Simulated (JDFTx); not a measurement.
Here is a JDFTx 1.7.0 (patched build) calculation.

File GaP.in:

```
lattice Face-Centered Cubic 10.2999522423
coords-type Lattice
ion Ga     0.0000000000     0.0000000000     0.0000000000 1
ion P      0.7500000000     0.7500000000     0.7500000000 1

ion-species pseudo/Ga.upf
ion-species pseudo/P.upf
elec-cutoff 40 320
elec-ex-corr gga-PBEsol
kpoint-folding 6 6 6
elec-smearing Fermi 0.0018374661
elec-n-bands 15
electronic-SCF nIterations 100 energyDiffThreshold 1e-10
electronic-minimize nIterations 30 energyDiffThreshold 1e-7
forces-output-coords Cartesian
lattice-minimize nIterations 30 energyDiffThreshold 1e-7

dump-name run.$VAR
dump End Ecomponents EigStats BandEigs Kpoints Forces Stress
```

Potentials or basis: PseudoDojo-SR-PBEsol-0.4.1-standard.

Launch:

```bash
$ jdftx -c 1 -i GaP.in -o GaP.out
```

What does it give for the band gap on the k mesh?

1.50 eV, indirect (least direct gap 1.78 eV).

Predict the relaxed cell.

a = 3.847 Å, b = 3.847 Å, c = 3.847 Å, α = 60.00°, β = 60.00°, γ = 60.00°.

What does it give for the relaxed volume?

20.12 Å³/atom.

The path:
```tsv
step	energy change (eV)	largest force (eV/Å)	pressure (GPa)	volume (Å³)
1	0.0000	0.0000	-0.50	40.48
2	-0.0001	0.0000	-0.41	40.44
3	-0.0004	0.0000	-0.01	40.25
4	-0.0004	0.0000	0.00	40.24
5	-0.0004	0.0000	0.00	40.24
```

A k mesh can miss the band edges. Expect the measured gap to be larger: semilocal functionals such as PBEsol lack the derivative discontinuity.
